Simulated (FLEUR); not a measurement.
Runs of FLEUR MaX-R8.1 (later development tree) on InP. The structure is cubic, space group F-43m (No. 216). Conventional cell: a = 5.861 Å, b = 5.861 Å, c = 5.861 Å, α = 90.00°, β = 90.00°, γ = 90.00°. Around In (site symmetry -43m) lie 4 P at 2.54 Å. Around P (site symmetry -43m) lie 4 In at 2.54 Å. 

| task | level | spin | cell | k mesh | smearing | inpgen profile | gmax | muffin-tin radii | lmax | kmax | gap on the mesh (eV) |
| --- | --- | --- | --- | --- | --- | --- | --- | --- | --- | --- | --- |
| single point | revPBE | off | as given | 8 × 8 × 8 | gaussian 0.1 eV | fast | 20 1/bohr | In 2.42, P 2.02 bohr | In 7, P 6 | 4 1/bohr | 0.81 |
| density of states | LDA exchange alone (X-alpha) | off | volume scaled by 0.8 | 8 × 8 × 8 | fermi-dirac 0.1 eV | fast | 20 1/bohr | In 2.25, P 1.87 bohr | In 6, P 5 | 4 1/bohr | (a) |
| band structure | PW91 | SOC, no magnetisation | as given | 5 × 5 × 5 | fermi-dirac 0.1 eV | veryFastHighL | 17.5 1/bohr | In 2.42, P 2.02 bohr | In 8, P 7 | 3.5 1/bohr | (b) |
| band structure | PW91 | collinear, ferromagnetic start | as given | 8 × 8 × 8 | gaussian 0.05 eV | veryFastHighL | 17.5 1/bohr | In 2.42, P 2.02 bohr | In 8, P 7 | 3.5 1/bohr | 0.66 |
| density of states | Wu-Cohen GGA | off | as given | 8 × 8 × 8 | fermi-dirac 0.05 eV | fastHighL | 12.7 1/bohr | In 2.42, P 2.02 bohr | In 10, P 8 | 4.11 1/bohr | 0.58 |

Alike in all rows: potentials or basis all-electron, FLAPW.

**Question.** Estimate the missing entries.

**Answer.** (a) 1.02; (b) 0.62.

Caveats: spin-orbit coupling is left out, which moves the levels of the heavy elements (some runs).

A k mesh can miss the band edges, and rows without SOC leave out spin-orbit coupling on In.
